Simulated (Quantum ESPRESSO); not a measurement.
# Al (Pm-3m) in Quantum ESPRESSO: a series of runs

One crystal, Al, is run at these levels: PBEsol; tasks: energy-loss spectrum, phonons.

Program: Quantum ESPRESSO 7.5. These are calculated values, not measurements. Logs are shortened: lines on timing, memory, paths and dates and some standing lists are left out, and cuts for length are marked.

## Step 1: The structure

The structure is cubic, space group Pm-3m (No. 221). Conventional cell: a = 2.722 Å, b = 2.722 Å, c = 2.722 Å, α = 90.00°, β = 90.00°, γ = 90.00°. Al (site symmetry m-3m) is surrounded by 6 Al at 2.72 Å.

The cell was built by a generator and needn't be a form met in nature.

## Step 2: Energy-loss spectrum, PBEsol

Contents of pw.in:

```
&CONTROL
  calculation = 'scf'
  prefix = 'pwscf'
  outdir = './tmp'
  pseudo_dir = './pseudo'
  tprnfor = .true.
  tstress = .true.
  disk_io = 'low'
/
&SYSTEM
  ibrav = 0
  nat = 1
  ntyp = 1
  ecutwfc = 40
  nbnd = 6
  occupations = 'smearing'
  smearing = 'gaussian'
  degauss = 0.01999163
/
&ELECTRONS
  conv_thr = 2d-10
  electron_maxstep = 120
  mixing_beta = 0.5
/
ATOMIC_SPECIES
Al    26.9815 Al.upf
CELL_PARAMETERS angstrom
   2.7217600000    0.0000000000    0.0000000000
   0.0000000000    2.7217600000    0.0000000000
   0.0000000000    0.0000000000    2.7217600000
ATOMIC_POSITIONS angstrom
Al     0.0000000000    0.0000000000    0.0000000000
K_POINTS automatic
10 10 10 0 0 0
```

Contents of scf2.in:

```
&CONTROL
  calculation = 'scf'
  prefix = 'pwscf'
  outdir = './tmp'
  pseudo_dir = './pseudo'
  tprnfor = .true.
  tstress = .true.
  disk_io = 'low'
/
&SYSTEM
  ibrav = 0
  nat = 1
  ntyp = 1
  ecutwfc = 40
  nbnd = 6
  occupations = 'smearing'
  smearing = 'gaussian'
  degauss = 0.01999163
/
&ELECTRONS
  conv_thr = 1d-11
  electron_maxstep = 120
  mixing_beta = 0.5
  startingpot = 'file'
  startingwfc = 'file'
/
ATOMIC_SPECIES
Al    26.9815 Al.upf
CELL_PARAMETERS angstrom
   2.7217600000    0.0000000000    0.0000000000
   0.0000000000    2.7217600000    0.0000000000
   0.0000000000    0.0000000000    2.7217600000
ATOMIC_POSITIONS angstrom
Al     0.0000000000    0.0000000000    0.0000000000
K_POINTS automatic
10 10 10 0 0 0
```

Contents of eels.in:

```
&LR_INPUT
  prefix = 'pwscf'
  outdir = './tmp'
  restart_step = 5000
  restart = .false.
/
&LR_CONTROL
  calculator = 'lanczos'
  approximation = 'RPA_with_CLFE'
  q1 = 0.1000389956
  q2 = 0.1000389956
  q3 = 0.1000389956
  itermax = 400
/
```

Contents of spectrum.in:

```
&LR_INPUT
  prefix = 'pwscf'
  outdir = './tmp'
  eels = .true.
  itermax0 = 400
  itermax = 20000
  extrapolation = 'osc'
  epsil = 0.05
  units = 1
  start = 0
  end = 40
  increment = 0.2
/
```

Contents of spectrum_short.in:

```
&LR_INPUT
  prefix = 'pwscf'
  outdir = './tmp'
  eels = .true.
  itermax0 = 266
  itermax = 20000
  extrapolation = 'osc'
  epsil = 0.05
  units = 1
  start = 0
  end = 40
  increment = 0.2
/
```

Potentials or basis: PseudoDojo 0.4.1 SR PBEsol standard.

Launch:

```console
OMP_NUM_THREADS=1 pw.x -in pw.in > pw.out
OMP_NUM_THREADS=1 pw.x -in scf2.in > scf2.out
OMP_NUM_THREADS=1 turbo_eels.x -in eels.in > eels.out
OMP_NUM_THREADS=1 turbo_spectrum.x -in spectrum.in > spectrum.out
OMP_NUM_THREADS=1 turbo_spectrum.x -in spectrum_short.in > spectrum_short.out
```

pw.out:

```text
This program is part of the open-source Quantum ESPRESSO suite
     for quantum simulation of materials; please cite
         "P. Giannozzi et al., J. Phys.:Condens. Matter 21 395502 (2009);
         "P. Giannozzi et al., J. Phys.:Condens. Matter 29 465901 (2017);
         "P. Giannozzi et al., J. Chem. Phys. 152 154105 (2020);
     in publications or presentations arising from this work. More details at

     Message from routine setup:
     using ibrav=0 with symmetry is DISCOURAGED, use correct ibrav instead

     G-vector sticks info
     --------------------
     sticks:   dense  smooth     PW     G-vecs:    dense   smooth      PW
     Sum         341     341    113                 4697     4697     925

     Using Slab Decomposition

     bravais-lattice index     =            0
     lattice parameter (alat)  =       5.1434  a.u.
     unit-cell volume          =     136.0649 (a.u.)^3
     number of atoms/cell      =            1
     number of atomic types    =            1
     number of electrons       =         3.00
     number of Kohn-Sham states=            6
     kinetic-energy cutoff     =      40.0000  Ry
     charge density cutoff     =     160.0000  Ry
     scf convergence threshold =      2.0E-10
     mixing beta               =       0.5000
     number of iterations used =            8  plain     mixing
     Exchange-correlation= PBESOL
                           (   1   4  10   8   0   0   0)

     celldm(1)=   5.143381  celldm(2)=   0.000000  celldm(3)=   0.000000
     celldm(4)=   0.000000  celldm(5)=   0.000000  celldm(6)=   0.000000

     crystal axes: (cart. coord. in units of alat)
               a(1) = (   1.000000   0.000000   0.000000 )
               a(2) = (   0.000000   1.000000   0.000000 )
               a(3) = (   0.000000   0.000000   1.000000 )

     reciprocal axes: (cart. coord. in units 2 pi/alat)
               b(1) = (  1.000000  0.000000  0.000000 )
               b(2) = (  0.000000  1.000000  0.000000 )
               b(3) = (  0.000000  0.000000  1.000000 )

     PseudoPot. # 1 for Al read from file:
     Al.upf
     Pseudo is Norm-conserving + core correction, Zval =  3.0
     Generated using ONCVPSP code by D. R. Hamann
     Using radial grid of 1876 points,  6 beta functions with:
                l(1) =   0
                l(2) =   0
                l(3) =   1
                l(4) =   1
                l(5) =   2
                l(6) =   2

     atomic species   valence    mass     pseudopotential
     Al                3.00    26.98150     Al( 1.00)

     48 Sym. Ops., with inversion, found

   Cartesian axes

     site n.     atom                  positions (alat units)
         1        Al     tau(   1) = (   0.0000000   0.0000000   0.0000000  )

     number of k points=    56  Gaussian smearing, width (Ry)=  0.0200
                       cart. coord. in units 2pi/alat
        k(    1) = (   0.0000000   0.0000000   0.0000000), wk =   0.0020000
        k(    2) = (   0.0000000   0.0000000   0.1000000), wk =   0.0120000
        k(    3) = (   0.0000000   0.0000000   0.2000000), wk =   0.0120000
        k(    4) = (   0.0000000   0.0000000   0.3000000), wk =   0.0120000
        k(    5) = (   0.0000000   0.0000000   0.4000000), wk =   0.0120000
        k(    6) = (   0.0000000   0.0000000  -0.5000000), wk =   0.0060000
[... 48 lines left out ...]
        k(   55) = (   0.4000000  -0.5000000  -0.5000000), wk =   0.0120000
        k(   56) = (  -0.5000000  -0.5000000  -0.5000000), wk =   0.0020000

     Dense  grid:     4697 G-vectors     FFT dimensions: (  24,  24,  24)

     Initial potential from superposition of free atoms

     starting charge       2.9977, renormalised to       3.0000
     Starting wfcs are    4 randomized atomic wfcs +    2 random wfcs

     Self-consistent Calculation

     iteration #  1     ecut=    40.00 Ry     beta= 0.50
     Davidson diagonalization with overlap
     ethr =  1.00E-02,  avg # of iterations =  7.1

     Threshold (ethr) on eigenvalues was too large:
     Diagonalizing with lowered threshold

     Davidson diagonalization with overlap
     ethr =  9.46E-05,  avg # of iterations =  4.2

     total energy              =      -4.61081707 Ry
     estimated scf accuracy    <       0.00269673 Ry

     iteration #  2     ecut=    40.00 Ry     beta= 0.50
     Davidson diagonalization with overlap
     ethr =  8.99E-05,  avg # of iterations =  1.2

     total energy              =      -4.61072519 Ry
     estimated scf accuracy    <       0.00056017 Ry

     iteration #  3     ecut=    40.00 Ry     beta= 0.50
     Davidson diagonalization with overlap
     ethr =  1.87E-05,  avg # of iterations =  1.4

     total energy              =      -4.61075328 Ry
     estimated scf accuracy    <       0.00000618 Ry

     iteration #  4     ecut=    40.00 Ry     beta= 0.50
     Davidson diagonalization with overlap
     c_bands:  1 eigenvalues not converged
     c_bands:  1 eigenvalues not converged
     ethr =  2.06E-07,  avg # of iterations =  3.9

     total energy              =      -4.61075461 Ry
     estimated scf accuracy    <          6.8E-09 Ry

     iteration #  5     ecut=    40.00 Ry     beta= 0.50
     Davidson diagonalization with overlap
     c_bands:  1 eigenvalues not converged
     ethr =  2.27E-10,  avg # of iterations =  4.0

     total energy              =      -4.61075466 Ry
     estimated scf accuracy    <          6.6E-10 Ry

     iteration #  6     ecut=    40.00 Ry     beta= 0.50
     Davidson diagonalization with overlap
     ethr =  2.21E-11,  avg # of iterations =  1.1

     End of self-consistent calculation

          k = 0.0000 0.0000 0.0000 (   587 PWs)   bands (ev):

    -4.0105  13.5454  13.5454  14.6363  14.6363  14.6363

          k = 0.0000 0.0000 0.1000 (   583 PWs)   bands (ev):

    -3.8132  11.0507  13.7110  14.8021  14.8021  16.7210

          k = 0.0000 0.0000 0.2000 (   582 PWs)   bands (ev):

    -3.2237   8.1384  14.1913  15.2980  15.2980  18.4248

          k = 0.0000 0.0000 0.3000 (   586 PWs)   bands (ev):

    -2.2509   5.4403  14.9217  16.1171  16.1171  19.7488

          k = 0.0000 0.0000 0.4000 (   586 PWs)   bands (ev):

    -0.9215   3.0583  15.7128  17.2217  17.2217  21.0212

          k = 0.0000 0.0000-0.5000 (   586 PWs)   bands (ev):

     0.3444   1.4392  16.1053  18.1354  18.1354  19.7065

          k = 0.0000 0.1000 0.1000 (   579 PWs)   bands (ev):

    -3.6161  10.7796  11.8312  14.9677  15.7189  18.0992

          k = 0.0000 0.1000 0.2000 (   574 PWs)   bands (ev):

    -3.0272   8.2772  11.9564  15.4628  16.3309  19.9312

          k = 0.0000 0.1000 0.3000 (   578 PWs)   bands (ev):

    -2.0553   5.6140  12.7507  16.2801  17.0674  20.6639

          k = 0.0000 0.1000 0.4000 (   587 PWs)   bands (ev):

    -0.7269   3.2415  13.7699  17.3803  17.5096  19.3628

          k = 0.0000 0.1000-0.5000 (   588 PWs)   bands (ev):

     0.5414   1.6219  14.4277  17.1082  18.2864  19.3018

          k = 0.0000 0.2000 0.2000 (   577 PWs)   bands (ev):

    -2.4401   8.2534   9.6391  15.9550  16.9088  20.7791

          k = 0.0000 0.2000 0.3000 (   581 PWs)   bands (ev):

    -1.4712   6.1071   9.9719  16.6904  16.7662  19.3835

          k = 0.0000 0.2000 0.4000 (   585 PWs)   bands (ev):

    -0.1460   3.7844  11.0622  15.0848  17.8547  19.9540

          k = 0.0000 0.2000-0.5000 (   584 PWs)   bands (ev):

     1.1295   2.1661  11.9075  13.9658  18.7416  20.3562

          k = 0.0000 0.3000 0.3000 (   581 PWs)   bands (ev):

    -0.5071   6.4428   7.8708  14.6169  17.5664  19.8625

          k = 0.0000 0.3000 0.4000 (   577 PWs)   bands (ev):

     0.8120   4.6485   8.5014  12.4748  18.6370  21.0152

          k = 0.0000 0.3000-0.5000 (   576 PWs)   bands (ev):

     2.0998   3.0527   9.4216  11.1821  19.5017  21.0930

          k = 0.0000 0.4000 0.4000 (   570 PWs)   bands (ev):

     2.1223   5.3571   6.6732  10.2120  19.6860  22.3397

          k = 0.0000 0.4000-0.5000 (   568 PWs)   bands (ev):

     3.4368   4.1963   7.1403   8.8932  20.5602  21.8959

          k = 0.0000-0.5000-0.5000 (   576 PWs)   bands (ev):

     4.9953   4.9953   5.2624   7.7116  21.6584  22.2973

          k = 0.1000 0.1000 0.1000 (   579 PWs)   bands (ev):

    -3.4192  10.9505  10.9505  13.3990  18.2496  18.2497

          k = 0.1000 0.1000 0.2000 (   577 PWs)   bands (ev):

    -2.8309   8.4209  11.4557  13.5284  18.6712  20.4394

          k = 0.1000 0.1000 0.3000 (   575 PWs)   bands (ev):

    -1.8600   5.7873  12.2628  14.3460  19.1119  20.7051

          k = 0.1000 0.1000 0.4000 (   585 PWs)   bands (ev):

    -0.5327   3.4244  13.2459  15.5549  18.1795  18.9318

          k = 0.1000 0.1000-0.5000 (   582 PWs)   bands (ev):

     0.7379   1.8045  13.8425  16.9678  17.2474  17.3235

          k = 0.1000 0.2000 0.2000 (   578 PWs)   bands (ev):

    -2.2445   8.4270   9.6528  13.4240  19.3892  21.2593

          k = 0.1000 0.2000 0.3000 (   577 PWs)   bands (ev):

    -1.2766   6.2799  10.0488  14.1546  17.7011  21.2538

          k = 0.1000 0.2000 0.4000 (   575 PWs)   bands (ev):

     0.0472   3.9662  11.1205  14.8003  16.1636  19.1932

          k = 0.1000 0.2000-0.5000 (   580 PWs)   bands (ev):

     1.3245   2.3482  11.9077  14.1455  16.7668  17.8035

          k = 0.1000 0.3000 0.3000 (   579 PWs)   bands (ev):

    -0.3138   6.6181   8.0156  14.2866  15.8197  21.5792

          k = 0.1000 0.3000 0.4000 (   583 PWs)   bands (ev):

     1.0035   4.8281   8.6510  12.6054  16.4367  19.9527

          k = 0.1000 0.3000-0.5000 (   590 PWs)   bands (ev):

     2.2920   3.2339   9.5504  11.3641  17.4359  18.6189

          k = 0.1000 0.4000 0.4000 (   581 PWs)   bands (ev):

     2.3113   5.5331   6.8456  10.3823  17.5158  20.4848

          k = 0.1000 0.4000-0.5000 (   578 PWs)   bands (ev):

     3.6245   4.3756   7.3067   9.0780  18.5556  19.5762

          k = 0.1000-0.5000-0.5000 (   576 PWs)   bands (ev):

     5.1716   5.1716   5.4474   7.8997  19.9519  20.1143

          k = 0.2000 0.2000 0.2000 (   573 PWs)   bands (ev):

    -1.6601   8.9425   8.9425  11.7162  20.3573  20.3573

          k = 0.2000 0.2000 0.3000 (   585 PWs)   bands (ev):

    -0.6955   6.7744   9.7736  12.0898  17.7992  18.8227

          k = 0.2000 0.2000 0.4000 (   584 PWs)   bands (ev):

     0.6241   4.5045  10.8131  13.2476  15.6848  16.7247

          k = 0.2000 0.2000-0.5000 (   584 PWs)   bands (ev):

     1.9063   2.8905  11.4806  14.6556  14.6966  14.9549

          k = 0.2000 0.3000 0.3000 (   579 PWs)   bands (ev):

     0.2633   7.1392   8.3415  12.1854  15.6643  18.6200

          k = 0.2000 0.3000 0.4000 (   583 PWs)   bands (ev):

     1.5752   5.3599   9.0295  12.6798  14.0878  17.0265

          k = 0.2000 0.3000-0.5000 (   584 PWs)   bands (ev):

     2.8652   3.7733   9.8499  11.9024  14.8706  15.5209

          k = 0.2000 0.4000 0.4000 (   585 PWs)   bands (ev):

     2.8748   6.0570   7.3374  10.8672  14.7190  17.5094

          k = 0.2000 0.4000-0.5000 (   582 PWs)   bands (ev):

     4.1830   4.9091   7.7837   9.6251  15.8292  16.5372

          k = 0.2000-0.5000-0.5000 (   580 PWs)   bands (ev):

     5.6965   5.6965   5.9897   8.4563  17.1363  17.4753

          k = 0.3000 0.3000 0.3000 (   588 PWs)   bands (ev):

     1.2151   7.9840   7.9840  10.8407  15.9583  15.9584

          k = 0.3000 0.3000 0.4000 (   584 PWs)   bands (ev):

     2.5166   6.2060   9.0571  11.5408  13.7823  14.8029

          k = 0.3000 0.3000-0.5000 (   582 PWs)   bands (ev):

     3.8078   4.6507   9.7735  12.6967  12.8328  13.2256

          k = 0.3000 0.4000 0.4000 (   582 PWs)   bands (ev):

     3.8007   6.9093   7.9989  11.3813  12.5923  14.8312

          k = 0.3000 0.4000-0.5000 (   588 PWs)   bands (ev):

     5.0962   5.7765   8.4551  10.5016  13.4434  13.8176

          k = 0.3000-0.5000-0.5000 (   588 PWs)   bands (ev):

     6.5510   6.5510   6.8388   9.3482  14.4536  14.4536

          k = 0.4000 0.4000 0.4000 (   588 PWs)   bands (ev):

     5.0562   8.0015   8.0015  10.9552  12.6306  12.6306

          k = 0.4000 0.4000-0.5000 (   590 PWs)   bands (ev):

     6.3239   6.8880   8.7492  11.5121  11.6511  12.0491

          k = 0.4000-0.5000-0.5000 (   588 PWs)   bands (ev):

     7.6496   7.6496   7.8365  10.4430  12.2460  12.2460

          k =-0.5000-0.5000-0.5000 (   624 PWs)   bands (ev):

     8.4080   8.4080   8.4080  11.1159  11.1159  12.3979

     the Fermi energy is     5.5567 ev

!    total energy              =      -4.61075466 Ry
     estimated scf accuracy    <          3.6E-11 Ry
     smearing contrib. (-TS)   =      -0.00148810 Ry
     internal energy E=F+TS    =      -4.60926656 Ry

     The total energy is F=E-TS. E is the sum of the following terms:
     one-electron contribution =       2.41040453 Ry
     hartree contribution      =       0.03200630 Ry
     xc contribution           =      -2.08691245 Ry
     ewald contribution        =      -4.96476495 Ry

     convergence has been achieved in   6 iterations

     Forces acting on atoms (cartesian axes, Ry/au):

     atom    1 type  1   force =     0.00000000    0.00000000    0.00000000

     Total force =     0.000000     Total SCF correction =     0.000000

     Computing stress (Cartesian axis) and pressure

          total   stress  (Ry/bohr**3)                   (kbar)     P=      -11.04
  -0.00007503   0.00000000   0.00000000          -11.04        0.00        0.00
   0.00000000  -0.00007503   0.00000000            0.00      -11.04        0.00
   0.00000000   0.00000000  -0.00007503            0.00        0.00      -11.04

=------------------------------------------------------------------------------=
   JOB DONE.
=------------------------------------------------------------------------------=
```

Wall time 1.8 min (1 thread of Arm Neoverse V1, shared host); peak memory 0.16 GiB.

Results:

* Free energy: -62.7325 eV
* Pressure: -1.1 GPa
* Band gap on the k mesh: none (metal or under the smearing width)
* Peak of the energy-loss function: 14.4 eV

Energy-loss function at q = [0.23094, 0.23094, 0.23094] (Å⁻¹, cartesian):
```json
{"energy (eV)": "0.0", "loss": "0.000"}
{"energy (eV)": "1.8", "loss": "0.024"}
{"energy (eV)": "3.4", "loss": "0.051"}
{"energy (eV)": "5.2", "loss": "0.092"}
{"energy (eV)": "7.0", "loss": "0.149"}
{"energy (eV)": "8.6", "loss": "0.213"}
{"energy (eV)": "10.4", "loss": "0.427"}
{"energy (eV)": "12.2", "loss": "1.308"}
{"energy (eV)": "13.8", "loss": "4.830"}
{"energy (eV)": "15.6", "loss": "2.597"}
{"energy (eV)": "17.4", "loss": "0.696"}
{"energy (eV)": "19.0", "loss": "0.332"}
{"energy (eV)": "20.8", "loss": "0.174"}
{"energy (eV)": "22.4", "loss": "0.105"}
{"energy (eV)": "24.2", "loss": "0.071"}
{"energy (eV)": "26.0", "loss": "0.054"}
{"energy (eV)": "27.6", "loss": "0.044"}
{"energy (eV)": "29.4", "loss": "0.038"}
{"energy (eV)": "31.2", "loss": "0.027"}
{"energy (eV)": "32.8", "loss": "0.019"}
{"energy (eV)": "34.6", "loss": "0.017"}
{"energy (eV)": "36.4", "loss": "0.018"}
{"energy (eV)": "38.0", "loss": "0.018"}
{"energy (eV)": "39.8", "loss": "0.017"}
```

(Part 1 of 3 ends here.)
